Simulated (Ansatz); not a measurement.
Is this MgH₂ structure stable?

It comes from a database structure that was distorted and then relaxed.

Computed with DFT PBE, scalar-relativistic, plane waves, PAW in Ansatz. Plane waves to 420 eV, a 6×6×8 mesh through Γ for the 6-atom cell and 0.02 eV Gaussian smearing; no spin polarisation.

```cif
data_structure
_symmetry_space_group_name_H-M 'P 1'
_symmetry_Int_Tables_number 1
_cell_length_a 4.5170
_cell_length_b 4.5170
_cell_length_c 3.0129
_cell_angle_alpha 90.000
_cell_angle_beta 90.000
_cell_angle_gamma 90.000
_cell_volume 61.47
loop_
_atom_site_label
_atom_site_type_symbol
_atom_site_fract_x
_atom_site_fract_y
_atom_site_fract_z
_atom_site_occupancy
Mg1 Mg 0.50000 0.50000 0.50000 1
Mg2 Mg 0.00000 0.00000 0.00000 1
H1 H 0.69568 0.69568 0.00000 1
H2 H 0.80432 0.19568 0.50000 1
H3 H 0.30432 0.30432 0.00000 1
H4 H 0.19568 0.80432 0.50000 1
```

Formation energies are uncorrected and refer to the elements' standard structures at the same level (H₂ as a molecule).

Q: These tests were run: energy against the elements; random kick, then relaxation without symmetry; phonons on a 2×2×2 q mesh. What do they show?

A:

```
                                         test                         result
                  energy against the elements                 −0.182 eV/atom
random kick, then relaxation without symmetry                        returns
                    phonons on a 2×2×2 q mesh  no imaginary mode on the mesh
```

It fails none of these tests. Competing phases weren't compared here.

With hydrogen, zero-point motion can shift formation energies by some tens of meV/atom. The kick test ran on a coarse mesh. The run for the phonons used a 6×6×8 k mesh.
